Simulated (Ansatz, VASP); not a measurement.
**One calculation of Hf, two programs**

```
Hf
1.0
     3.16441    0.00000    0.00000
    -1.58220    2.74046    0.00000
     0.00000    0.00000    5.00671
Hf
2
Cartesian
  0.0000 1.8270 1.2517
  1.5822 0.9135 3.7550
```

Change from the starting cell: volume scaled by 0.97.

Alike in both runs: task single point; functional PBE; k mesh 13 × 13 × 7; occupations fermi-dirac, width 0.05 eV; no spin polarisation.

|  | VASP | Ansatz |
| --- | --- | --- |
| version | VASP 6.6.1 | Ansatz 0.2.0 |
| potentials or method | VASP PAW PBE potentials, release 64 (Hf_pv), cutoff 520 eV | all-electron LAPW, scalar-relativistic |

|  | VASP | Ansatz | Ansatz less VASP |
| --- | --- | --- | --- |
| pressure (GPa) | 3.9 | 4.3 | +0.46 |
| largest component of the traceless stress (GPa) | 0.02 | 0.07 | +0.051 |

Ansatz ran all-electron here, so the differences hold the error of VASP's frozen core and of both bases.

The runs have no spin-orbit coupling, so splittings on Hf are missing.
